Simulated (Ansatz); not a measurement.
**TiSi2 and the effect of the Hubbard U on Ti d**

```
CELL_PARAMETERS angstrom
4.37464 0.00000 0.00000
-2.18732 3.78855 0.00000
0.00000 0.00000 2.56101
ATOMIC_POSITIONS crystal
Ti 0.00000 0.00000 0.00000
Si 0.33333 0.66667 0.50000
Si 0.66667 0.33333 0.50000
```

The cell comes from a database or a generator and needn't be the stable form of this composition.

Kept alike: task projected density of states; functional LDA; k mesh 7 × 7 × 10; occupations fermi-dirac, width 0.05 eV; no spin polarisation. Program: Ansatz, Ansatz PAW, cutoff 420 eV. The mesh is that of the run's cell of 3 atoms. No spin-orbit coupling.

| run | pressure (GPa) |
| --- | --- |
| A | -6.30 |
| B | -4.34 |
| C | -7.09 |
| D | 1.34 |
| E | -3.11 |
| F | 10.31 |
| G | -5.41 |
| H | -1.10 |

Pressure is positive in compression, with a Pulay correction for the finite cutoff. U acts here on a shell without spin polarisation. For a metal such a mesh leaves the last digits unconverged. How U acts hangs on the program's projectors. All rows use potentials made for PBE. U is the effective U - J on orthogonalised atomic projectors. Double counting: fully localised limit (the default).

Task: The runs differ in the Hubbard U on Ti d alone: 0; 1; 2; 3; 4; 5; 6; 8 eV. Which run is which?

Result: Run A is 1 eV; run B is 3 eV; run C is 0 eV; run D is 6 eV; run E is 4 eV; run F is 8 eV; run G is 2 eV; run H is 5 eV. The pressure rises from -7.09 to 10.31 GPa between 0 and 8 eV. Its step between 6 and 8 is far larger than the others, which points to a change of electronic state.
